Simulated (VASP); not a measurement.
# C: single point with PBE+D4

The system is C, a sheet with vacuum.

```
CELL_PARAMETERS angstrom
2.46100 0.00000 0.00000
-1.23050 2.13129 0.00000
0.00000 0.00000 16.00000
ATOMIC_POSITIONS crystal
C 0.00000 0.00000 0.50000
C 0.33333 0.66667 0.50000
```

The cell was built by a generator and needn't be a form met in nature.

| Property | Result |
| --- | --- |
| Program | VASP 6.6.1 |
| Task | single point |
| Functional | PBE |
| Dispersion | D4 |
| Potentials or basis | VASP PAW PBE potentials, release 64 (C) |
| Cutoff | 520 eV |
| k mesh | 16 × 16 × 1 |
| Occupations | fermi-dirac, width 0.05 eV |
| Spin | no spin polarisation |
| Further INCAR settings | ALGO = Normal; EDIFF = 1e-07 |

```json
{
 "Band gap on the k mesh": "1.24 eV, direct",
 "Dispersion energy per atom": "-0.108 eV"
}
```

Levels at points of the mesh, in eV from the valence-band top:
```csv
k point,band 2,band 3,band 4,band 5,band 6,band 7
"(0.00, 0.00, 0.00)",-7.03,-2.42,-2.42,3.86,4.73,5.23
"(0.50, 0.00, 0.00)",-12.65,-5.82,-1.75,2.30,8.05,11.75
```

Wall time 16 s on 1 thread of Intel(R) Xeon(R) Platinum 8488C (Sapphire Rapids), on a shared host, peak memory 0.18 GiB.
